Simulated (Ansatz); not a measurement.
## Finding the fault: wurtzite SiC, size series (36 atoms)

Program: Ansatz 0.2.0. The cell: 18 Si and 18 C.

input.yaml

```yaml
crystal:
  lattice:
    - [9.228, 0.0, 0.0]
    - [-4.614, 7.99168, 0.0]
    - [0.0, 0.0, 5.048]
  atoms:
    - { symbol: Si, position: [0.0, 0.0, 0.0] }
    - { symbol: C, position: [0.11111, 0.22222, 0.125] }
    - { symbol: Si, position: [0.11111, 0.22222, 0.5] }
    - { symbol: C, position: [0.0, 0.0, 0.625] }
    - { symbol: Si, position: [0.0, 0.33333, 0.0] }
    - { symbol: C, position: [0.11111, 0.55556, 0.125] }
    - { symbol: Si, position: [0.11111, 0.55556, 0.5] }
    - { symbol: C, position: [0.0, 0.33333, 0.625] }
    - { symbol: Si, position: [0.0, 0.66667, 0.0] }
    - { symbol: C, position: [0.11111, 0.88889, 0.125] }
    - { symbol: Si, position: [0.11111, 0.88889, 0.5] }
    - { symbol: C, position: [0.0, 0.66667, 0.625] }
    - { symbol: Si, position: [0.33333, 0.0, 0.0] }
    - { symbol: C, position: [0.44444, 0.22222, 0.125] }
    - { symbol: Si, position: [0.44444, 0.22222, 0.5] }
    - { symbol: C, position: [0.33333, 0.0, 0.625] }
    - { symbol: Si, position: [0.33333, 0.33333, 0.0] }
    - { symbol: C, position: [0.44444, 0.55556, 0.125] }
    [... 12 atom lines left out ...]
    - { symbol: Si, position: [0.77778, 0.55556, 0.5] }
    - { symbol: C, position: [0.66667, 0.33333, 0.625] }
    - { symbol: Si, position: [0.66667, 0.66667, 0.0] }
    - { symbol: C, position: [0.77778, 0.88889, 0.125] }
    - { symbol: Si, position: [0.77778, 0.88889, 0.5] }
    - { symbol: C, position: [0.66667, 0.66667, 0.625] }
kpoints:
  mp_grid: { grid: [1, 1, 2] }
hamiltonian:
  xc: pbe
scf:
  occupations: { method: fixed }
  eigensolver: { kind: { support_functions: { accuracy: tight } } }
  max_iter: 50
output:
  forces: true
```

The run is started by

```
> ansatz run input.yaml --threads 4 --pin off --max-ram 8192MiB --backend cpu --events-out ev --progress --plain --runs-dir out
```

Output:

```text
Error: YAML parse error: error: line 49 column 47: unknown variant `tight`, expected one of low, medium, high
  --> <input>:49:47
   |
47 | scf:
48 |   occupations: { method: fixed }
49 |   eigensolver: { kind: { support_functions: { accuracy: tight } } }
   |                                               ^ unknown variant `tight`, expected one of low, medium, high
50 |   max_iter: 50
51 | output:
   |
```

Elapsed: 0.02 s, on 4 threads of Arm Neoverse V2, shared host; peak memory 0.022 GiB.

What is at fault here, and what would mend it?

An unknown accuracy word: support_functions.accuracy = "tight".

The fix is to type low, medium or high.

The program refused it before any cycle.

[Logs are printed without paths, hosts, clocks, repeated set-up lines and the standing remarks that a program may print on its own settings, such as how far it seeks lower states.]

[Hosts, paths, dates, database ids (printed as entryN), source tags and the programs' standing remarks are cut or masked in the printed files.]
